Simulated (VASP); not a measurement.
# BAs (F-43m) in VASP: a series of runs, part 2 of 2

VASP 6.6.1. Earlier steps stand in the parts before.

## (3) Phonons, PBEsol

This run uses another cell than the first one, of 13.63 Å³/atom, 1.096 times its volume.

File POSCAR:

```
BAs
1.0
    0.0000000000      2.3885000000      2.3885000000
    2.3885000000      0.0000000000      2.3885000000
    2.3885000000      2.3885000000      0.0000000000
  B               As
     1     1
Direct
     0.0000000000000000    0.0000000000000000    0.0000000000000000
     0.2500000000000000    0.2500000000000000    0.2500000000000000
```

File INCAR.step1:

```
PREC = Accurate ; ENCUT = 600
EDIFF = 1E-8 ; ISMEAR = 0
SIGMA = 0.03 ; LREAL = False
LASPH = True ; NELM = 80
ALGO = Fast ; ISIF = 3
LWAVE = False ; LCHARG = False
GGA = PS ; IBRION = 2
NSW = 40 ; EDIFFG = -0.002
```

File INCAR.step2:

```
PREC = Accurate ; ENCUT = 600
EDIFF = 1E-8 ; ISMEAR = 0
SIGMA = 0.03 ; LREAL = False
LASPH = True ; NELM = 80
ALGO = Fast ; ISIF = 2
LWAVE = False ; LCHARG = False
GGA = PS ; IBRION = 6
NFREE = 2 ; POTIM = 0.015
NSW = 1
```

File KPOINTS:

```
Automatic mesh
0
Gamma
  10 10 10
```

Potentials or basis: VASP PAW PBE potentials, release 64 (B, As).

On the command line:

```bash
> cat potpaw_PBE.64/B/POTCAR potpaw_PBE.64/As/POTCAR > POTCAR
> cp INCAR.step1 INCAR
> mpirun -np 1 vasp_std > vasp.out
> cp CONTCAR POSCAR
> cp INCAR.step2 INCAR
> mpirun -np 1 vasp_std > vasp.out
```

OUTCAR:

```text
PREC = Accurate
   ENCUT = 600
   EDIFF = 1E-8
   ISMEAR = 0
   LREAL = False
   LASPH = True
   NELM = 80
   ISIF = 2
   GGA = PS
   IBRION = 6
   NFREE = 2
   POTIM = 0.015
   NSW = 1

 ion  position               nearest neighbor table
   1  0.000  0.000  0.000-   2 2.07   2 2.07   2 2.07   2 2.07
   2  0.250  0.250  0.250-   1 2.07   1 2.07   1 2.07   1 2.07

  LATTYP: Found a face centered cubic cell.
 ALAT       =     4.7775248104

  Lattice vectors:

 A1 = (   0.0000000000,   2.3887624052,   2.3887624052)
 A2 = (   2.3887624052,   0.0000000000,   2.3887624052)
 A3 = (   2.3887624052,   2.3887624052,   0.0000000000)

Analysis of symmetry for initial positions (statically):
=====================================================================
 Subroutine PRICEL returns:
 Original cell was already a primitive cell.

 Routine SETGRP: Setting up the symmetry group for a
 face centered cubic supercell.

 Subroutine GETGRP returns: Found 24 space group operations
 (whereof 24 operations were pure point group operations)
 out of a pool of 48 trial point group operations.

The static configuration has the point symmetry T_d .

Analysis of symmetry for dynamics (positions and initial velocities):
=====================================================================
 Subroutine PRICEL returns:
 Original cell was already a primitive cell.

 Routine SETGRP: Setting up the symmetry group for a
 face centered cubic supercell.

 Subroutine GETGRP returns: Found 24 space group operations
 (whereof 24 operations were pure point group operations)
 out of a pool of 48 trial point group operations.

The dynamic configuration has the point symmetry T_d .

[... 301 lines left out ...]

  energy without entropy =      -12.20291166  energy(sigma->0) =      -12.20291166

 E-fermi :   6.2782     XC(G=0): -10.7296

 val. band max:        6.1455442003   @ k =   0.0000   0.0000   0.0000
 cond. band min:       7.1144835672   @ k =   0.0000   0.4000   0.4000
 fundamental gap:      0.9689393669
 Fermi energy:         6.2781534157

 k-point     1 :       0.0000    0.0000    0.0000
  band No.  band energies     occupation
      1      -9.3940      2.00000
      2       5.9341      2.00000
      3       6.0409      2.00000
      4       6.1455      2.00000
      5       9.1983      0.00000
      6       9.2781      0.00000
      7       9.3609      0.00000
      8      10.7176      0.00000
[... 243 lines left out ...]
 k-point    24 :       0.4000    0.3000    0.0000
  band No.  band energies     occupation
      1      -6.7430      2.00000
      2      -0.4443      2.00000
      3       2.0600      2.00000
      4       2.5308      2.00000
      5       7.6409      0.00000
      6       9.3299      0.00000
      7      14.8491      0.00000
      8      15.1040      0.00000

 [... further k-points ...]
[... 5 lines left out ...]
  --------------------------------------------------------------------------------------
  -------------------------------------------------------------------------------------
  Total        0.0013155      0.0048496      0.0048496      0.0000000      0.1137031      0.0000000
  in kB        0.0773150      0.2850173      0.2850173      0.0000000      6.6824252      0.0000000
  external PRESSURE =       0.2157832 kB  Pullay stress =       0.0000000 kB
[... 17 lines left out ...]
  FREE ENERGIE OF THE ION-ELECTRON SYSTEM (eV)
  ---------------------------------------------------
  free  energy   TOTEN  =       -12.2029116613 eV

  energy  without entropy=      -12.2029116613  energy(sigma->0) =      -12.20291166

 INTERNAL STRAIN TENSORS FROM DISPLACED ATOMS
 ============================================

 INTERNAL STRAIN TENSOR FOR ION    1 for displacements in x,y,z  (eV/Angst):
          X           Y           Z          XY          YZ          ZX
  --------------------------------------------------------------------------------
  x    -0.00000    -0.00000    -0.00000     0.00000     7.57810     0.00000
  y    -0.00000    -0.00000    -0.00000     0.00000     0.00000     7.57810
  z    -0.00000    -0.00000    -0.00000     7.57810     0.00000     0.00000

 INTERNAL STRAIN TENSOR FOR ION    2 for displacements in x,y,z  (eV/Angst):
          X           Y           Z          XY          YZ          ZX
  --------------------------------------------------------------------------------
  x     0.00000    -0.00000    -0.00000     0.00000    -7.58178     0.00000
  y     0.00000     0.00000     0.00000     0.00000     0.00000    -7.58178
  z    -0.00000    -0.00000     0.00000    -7.58178     0.00000     0.00000

 Eigenvectors and eigenvalues of the dynamical matrix
 ----------------------------------------------------

   1 f  =   20.736441 THz   130.290903 2PiTHz  691.693226 cm-1    85.758991 meV
             X         Y         Z           dx          dy          dz
      0.000000  0.000000  0.000000     0.000000   -0.934822    0.000000
      1.194381  1.194381  1.194381     0.000000    0.355116    0.000000
[... 21 lines left out ...]
   6 f/i=    0.000197 THz     0.001237 2PiTHz    0.006568 cm-1     0.000814 meV
             X         Y         Z           dx          dy          dz
      0.000000  0.000000  0.000000     0.083674    0.127189   -0.320825
      1.194381  1.194381  1.194381     0.220267    0.334818   -0.844555

 ELASTIC MODULI CONTR FROM IONIC RELAXATION (kBar)
 Direction    XX          YY          ZZ          XY          YZ          ZX
 --------------------------------------------------------------------------------
 XX          -0.0000     -0.0000     -0.0000     -0.0000      0.0000      0.0000
 YY          -0.0000     -0.0000     -0.0000     -0.0000     -0.0000      0.0000
 ZZ          -0.0000     -0.0000     -0.0000      0.0000     -0.0000      0.0000
 XY          -0.0000     -0.0000      0.0000   -203.1374      0.0000      0.0000
 YZ           0.0000     -0.0000     -0.0000      0.0000   -203.1374      0.0000
 ZX           0.0000      0.0000      0.0000      0.0000      0.0000   -203.1374
 --------------------------------------------------------------------------------
```

OUTCAR.step1:

```text
PREC = Accurate
   ENCUT = 600
   EDIFF = 1E-8
   ISMEAR = 0
   LREAL = False
   LASPH = True
   NELM = 80
[... 557 lines left out ...]
  -------------------------------------------------------------------------------------
  Total        0.0012025      0.0012025      0.0012025      0.0000000      0.0000000      0.0000000
  in kB        0.0706716      0.0706716      0.0706716      0.0000000      0.0000000      0.0000000
  external PRESSURE =       0.0706716 kB  Pullay stress =       0.0000000 kB
[... 17 lines left out ...]
  FREE ENERGIE OF THE ION-ELECTRON SYSTEM (eV)
  ---------------------------------------------------
  free  energy   TOTEN  =       -12.2047790036 eV

  energy  without entropy=      -12.2047790036  energy(sigma->0) =      -12.20477900

 reached required accuracy - stopping structural energy minimisation
```

OSZICAR.step1:

```text
N       E                     dE             d eps       ncg     rms          rms(c)
DAV:   1     0.125436129808E+02    0.12544E+02   -0.42056E+03   752   0.980E+02
DAV:   2    -0.124866728253E+02   -0.25030E+02   -0.24405E+02  1096   0.112E+02
DAV:   3    -0.128122556614E+02   -0.32558E+00   -0.32558E+00   872   0.171E+01
DAV:   4    -0.128127198722E+02   -0.46421E-03   -0.46421E-03  1144   0.675E-01
[... 21 lines left out ...]
DAV:   1    -0.122047797551E+02   -0.19043E-05   -0.31593E-05   944   0.429E-02    0.552E-03
RMM:   2    -0.122047790787E+02    0.67636E-06   -0.59160E-07   752   0.608E-03    0.264E-03
RMM:   3    -0.122047789646E+02    0.11409E-06   -0.40793E-07   752   0.438E-03    0.694E-04
RMM:   4    -0.122047789975E+02   -0.32836E-07   -0.38379E-08   738   0.171E-03    0.541E-04
RMM:   5    -0.122047790036E+02   -0.61544E-08   -0.30272E-09   488   0.474E-04
   3 F= -.12204779E+02 E0= -.12204779E+02  d E =-.143669E-05
```

Run time: 2.9 min. Hardware: 1 thread of Intel Xeon Platinum 8259CL at 2.50GHz (Skylake/Cascade Lake), shared host; peak memory 0.22 GiB.

Results:

| Property | Result |
| --- | --- |
| Highest phonon frequency at Γ, LO-TO splitting left out | 692 cm⁻¹ |

Phonon frequencies in cm⁻¹ (negative: imaginary):
```csv
q point,frequencies
"(0.000, 0.000, 0.000)",0 0 0 692 692 692
```

Caveat: the PAW data sets were made with another functional, which shifts forces and pressure a little.
